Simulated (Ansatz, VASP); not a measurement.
**NiSb in VASP and in Ansatz**

File INCAR:

```
ALGO = Normal
EDIFF = 1E-7
EDIFFG = -0.005
ENCUT = 600
GGA = PE
IBRION = 2
ISIF = 3
ISMEAR = 0
LASPH = T
LCHARG = F
LREAL = F
LWAVE = F
NELM = 100
NSW = 100
PREC = Accurate
SIGMA = 0.1
```

Contents of KPOINTS:

```
k-points
0
Gamma
  12 12 8
```

POSCAR

```
NiSb
1.0
    3.9399999606      0.0000000000      0.0000000000
   -1.9699999803      3.4121400568      0.0000000000
    0.0000000000      0.0000000000      5.1400000000
Ni Sb
2 2
Direct
    0.0000000000      0.0000000000      0.0000000000
    0.0000000000      0.0000000000      0.5000000000
    0.3333333333      0.6666666667      0.2500000000
    0.6666666667      0.3333333333      0.7500000000
```

Input for Ansatz:

```yaml
crystal:
  lattice:
    - [3.9399999606, 0.0, 0.0]
    - [-1.9699999803, 3.4121400568, 0.0]
    - [0.0, 0.0, 5.14]
  atoms:
    - { symbol: Ni, position: [0.0, 0.0, 0.0] }
    - { symbol: Ni, position: [0.0, 0.0, 0.5] }
    - { symbol: Sb, position: [0.3333333333, 0.6666666667, 0.25] }
    - { symbol: Sb, position: [0.6666666667, 0.3333333333, 0.75] }
basis:
  ecutwfc: 420
kpoints:
  mp_grid: { grid: [12, 12, 8] }
hamiltonian:
  xc: pbe
scf:
  occupations: { method: gaussian, width: 0.1 }
output:
  forces: true
  stress: true
  eigenvalues: true
  write_density: true
  write_potential: true
  elf: true
  volumetric_format: npy
relax:
  adjacent_minimum: "off"
  f_tol: 0.005
  max_steps: 80
  cell: { stress_tol: 0.05 }
```

Alike in both runs: task relaxation of cell and atoms; functional PBE; k mesh 12 × 12 × 8; occupations gaussian, width 0.1 eV; no spin polarisation.

|  | VASP | Ansatz |
| --- | --- | --- |
| version | VASP 6.6.1 | Ansatz 0.2.0 |
| potentials or method | VASP PAW PBE potentials, release 64 (Ni, Sb) | scalar-relativistic, plane waves, PAW |
| plane-wave cutoff (eV) | 600 | 420 |
| valence electrons in the cell | 30 | 66 |

VASP gave:

| Item | Value |
| --- | --- |
| gap on the k mesh at the Fermi level, each at its own relaxed structure (eV) | none |
| relaxed volume (Å³/atom) | 17.62 |
| relaxed cell length with the largest relative difference (Å) | 3.972 |
| energy change over the relaxation (meV/atom) | -3 |

**Question.** What did Ansatz give for the same quantities?

**Answer.** gap on the k mesh at the Fermi level, each at its own relaxed structure (eV): none; relaxed volume (Å³/atom): 17.65; relaxed cell length with the largest relative difference (Å): 3.976; energy change over the relaxation (meV/atom): -3.

A gap of «none» marks a metal or a gap that the smearing closes. The two sets of potentials don't hold the same shells in valence.

Spin-orbit coupling is left out, which matters for the levels of Sb. PBE usually gives volumes a little too large and moduli too small. Zero-point motion and thermal expansion aren't in these numbers.
